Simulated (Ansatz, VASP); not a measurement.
## LiH: VASP beside Ansatz

The input INCAR:

```
PREC     = Accurate       # precision mode
ENCUT    = 600            # plane-wave cutoff, eV
EDIFF    = 1E-6           # SCF threshold, eV
ISMEAR   = -1             # smearing method
SIGMA    = 0.1            # smearing width, eV
LREAL    = False          # projectors in reciprocal space
LASPH    = True           # aspherical terms in the spheres
NELM     = 100            # most SCF steps
ALGO     = Normal         # electronic algorithm
ISIF     = 3              # what is computed and relaxed
LWAVE    = False          # write WAVECAR
LCHARG   = False          # write CHGCAR
GGA      = PS             # functional
IBRION   = 2              # ionic algorithm
NSW      = 100            # ionic steps
EDIFFG   = -0.05          # ionic threshold
```

File KPOINTS:

```
regular mesh
0
Gamma
  7 7 7
```

Contents of POSCAR:

```
LiH
1.0
    0.0000000000      2.0367500000      2.0367500000
    2.0367500000      0.0000000000      2.0367500000
    2.0367500000      2.0367500000      0.0000000000
Li H
1 1
Direct
    0.0000000000      0.0000000000      0.0000000000
    0.5000000000      0.5000000000      0.5000000000
```

Input for Ansatz:

```yaml
crystal:
  lattice:
    - [0.0, 2.03675, 2.03675]
    - [2.03675, 0.0, 2.03675]
    - [2.03675, 2.03675, 0.0]
  atoms:
    - { symbol: Li, position: [0.0, 0.0, 0.0] }
    - { symbol: H, position: [0.5, 0.5, 0.5] }
basis:
  ecutwfc: 470.0
kpoints:
  mp_grid:
    grid: [7, 7, 7]
hamiltonian:
  xc: pbesol
scf:
  occupations:
    method: fermi_dirac
relax:
  f_tol: 0.05
  max_steps: 100
  cell:
    p_target: 0.0
```

Alike in both runs: task relaxation of cell and atoms; functional PBEsol; k mesh 7 × 7 × 7; no spin polarisation.

```csv
,VASP,Ansatz
version,VASP 6.6.1,Ansatz 0.2.0
potentials or method,"VASP PAW PBE potentials, release 64 (Li_sv, H)","plane waves, PAW"
plane-wave cutoff (eV),600,470
occupations,"fermi-dirac, width 0.1 eV",fermi-dirac
valence electrons in the cell,4,4
```

|  | VASP | Ansatz | Ansatz less VASP |
| --- | --- | --- | --- |
| relaxed volume (Å³/atom) | 7.90 | 7.88 | -0.019 |
| relaxed cell length with the largest relative difference (Å) | 2.817 | 2.814 | -0.0023 |
| energy change over the relaxation (meV/atom) | -5 | -4 | +0.5 |

Caveats: the cutoff is under 1.25 times the usual one of these potentials, so pressure, stress and relaxed cells hold a basis-set (Pulay) error (VASP); the PAW data sets were made with another functional, which shifts forces and pressure a little (VASP). A k mesh can miss the band edges.
